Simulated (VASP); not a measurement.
Runs of VASP 6.6.1 on Cs2SnI6. It takes space group Fm-3m (No. 225, cubic). The conventional cell has a = 11.628 Å, b = 11.628 Å, c = 11.628 Å, α = 90.00°, β = 90.00°, γ = 90.00°. Around Cs (site symmetry -43m) lie 12 I at 4.11 Å. I (site symmetry 4mm) is surrounded by 1 Sn at 2.85 Å. Sn (site symmetry m-3m) is surrounded by 6 I at 2.85 Å. 

```tsv
level	potentials or basis	gap on the mesh (eV)	pressure (GPa)	largest force (eV/Å)
PBE	VASP PAW PBE potentials, release 64 (Cs_sv, I, Sn_d)	0.16	1.6	0.28
PBEsol	VASP PAW PBE potentials, release 64 (Cs_sv, I, Sn_d)	(a)	0.1	0.13
LDA	VASP PAW LDA potentials, release 64 (Cs_sv, I, Sn_d)	-	(b)	0.09
TB-mBJ	VASP PAW PBE potentials, release 64 (Cs_sv, I, Sn_d)	0.81	-	-
```

Alike in all rows: task band structure; no spin polarisation; cell as given; k mesh 4 × 4 × 4; cutoff (eV) 520; smearing gaussian 0.02 eV.

Estimate the missing entries.

(a) 0.09; (b) -0.9.

Caveats: spin-orbit coupling is left out, which moves the levels of the heavy elements; the PAW data sets were made with another functional, which shifts forces and pressure a little (some runs).

A k mesh can miss the band edges, and the runs leave out spin-orbit coupling on Cs, I, Sn.
